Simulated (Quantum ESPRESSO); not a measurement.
## Dy under changes of volume

One of the cells (32.018 Å³/atom); the others are scaled copies at fixed shape and fractional positions:

```
Dy
1.0
    -2.00038    2.00038    2.00038
     2.00038   -2.00038    2.00038
     2.00038    2.00038   -2.00038
Dy
1
Direct
  0.00000 0.00000 0.00000
```

This isn't the form of Dy at room conditions, which is hcp.

```yaml
Program: Quantum ESPRESSO 7.5
Functional: PBE
Potentials_or_basis: SSSP 1.3 efficiency PBE
Cutoff: 748 eV
Density_cutoff: 5987 eV
k_mesh: 9 × 9 × 9
Occupations: fermi-dirac, width 0.05 eV
Spin: collinear spin, ferromagnetic start
Starting_moments: "[5.0] μB"
```

```tsv
volume (Å³/atom)	energy over the lowest point (meV/atom)	pressure (GPa)	moment (μB per cell)
30.097	?	?	?
30.738	0.00	0.4	4.40
31.378	1.04	-0.2	4.41
32.018	4.32	-0.7	4.41
32.659	9.64	-1.2	4.41
33.299	16.81	-1.7	4.42
33.939	25.67	-2.1	4.42
```

What does the run at 30.097 Å³/atom give?

Energy over the lowest point 1.42 meV/atom; pressure 1.0 GPa; moment 4.40 μB per cell.

Worked out: A Birch-Murnaghan fit of order 3 (a polynomial in V^(-2/3)) to the other rows has its minimum at 30.78 Å³/atom with B0 = V·E''(V) = 29 GPa and B' = 3.5. It gives 1.42 meV/atom at 30.097 Å³/atom, against the run's 1.42, and -dE/dV = 0.7 GPa, against 1.0. A straight line through the other rows of the moment, of slope 0.0058 μB per Å³/atom, extrapolates to 4.40 μB, against the run's 4.40.

Energies are extrapolated to zero smearing.

Caveats: the magnetic or orbital state may not be the lowest.
